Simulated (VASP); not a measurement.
**AlFe: single point with PBE**

The system is AlFe.

```
Al Fe
1.0
     2.93207    0.00000    0.00000
     0.00000    2.93207    0.00000
     0.00000    0.00000    2.86635
Al Fe
1 1
Direct
  0.00000 0.00000 0.00000
  0.50000 0.50000 0.50000
```

The cell isn't the ideal one: z stretched by -1.5 % at fixed volume.

```json
{
  "Program": "VASP 6.6.1",
  "Task": "single point",
  "Functional": "PBE",
  "Potentials or basis": "VASP PAW PBE potentials, release 64 (Al, Fe)",
  "Cutoff": "520 eV",
  "k mesh": "12 × 12 × 12",
  "Occupations": "fermi-dirac, width 0.05 eV",
  "Spin": "collinear spin, typed start",
  "Starting moments": "[0.0, 3.0] μB"
}
```

```yaml
Pressure: -5.8 GPa
Band_gap_on_the_k_mesh: none (metal or under the smearing width)
Net_moment: 0.74 μB per cell
Site_moments: Al -0.03; Fe +0.79 μB
Valence_electrons_inside_the_program's_atomic_spheres: Al 0.81; Fe 7.34
```

Stress tensor (GPa, compression positive):
```
-6.54  0.00  0.00
 0.00 -6.54  0.00
 0.00  0.00 -4.42
```

Levels at points of the mesh, in eV from the Fermi level:
Spin up:
```tsv
k point	band 4	band 5	band 6	band 7	band 8	band 9
(0.00, 0.00, 0.00)	-0.47	-0.45	-0.45	5.85	5.85	6.64
(0.50, 0.00, 0.00)	-1.37	-1.26	-0.35	0.69	8.61	10.51
(0.50, 0.50, 0.00)	-2.21	-1.07	-1.07	0.29	2.89	3.62
(0.00, 0.00, 0.50)	-1.42	-1.42	-0.34	0.90	8.62	10.59
(0.50, 0.00, 0.50)	-1.99	-1.20	-1.11	0.36	3.11	3.76
(0.50, 0.50, 0.50)	0.33	0.42	2.87	2.87	2.93	3.90
```
Spin down:
| k point | band 3 | band 4 | band 5 | band 6 | band 7 | band 8 |
| --- | --- | --- | --- | --- | --- | --- |
| (0.00, 0.00, 0.00) | -2.03 | 0.34 | 0.47 | 0.47 | 5.87 | 5.87 |
| (0.50, 0.00, 0.00) | -1.41 | -0.67 | -0.45 | 0.59 | 1.25 | 8.49 |
| (0.50, 0.50, 0.00) | -2.22 | -2.19 | -0.21 | -0.21 | 0.90 | 3.24 |
| (0.00, 0.00, 0.50) | -1.34 | -0.62 | -0.62 | 0.49 | 1.43 | 8.50 |
| (0.50, 0.00, 0.50) | -2.13 | -2.00 | -0.37 | -0.36 | 0.94 | 3.48 |
| (0.50, 0.50, 0.50) | -3.09 | 0.95 | 0.99 | 2.93 | 2.93 | 3.01 |

Wall time 87 s on 1 thread of Intel(R) Xeon(R) Platinum 8259CL CPU @ 2.50GHz (Skylake/Cascade Lake), with other jobs on the host, peak memory 0.24 GiB.
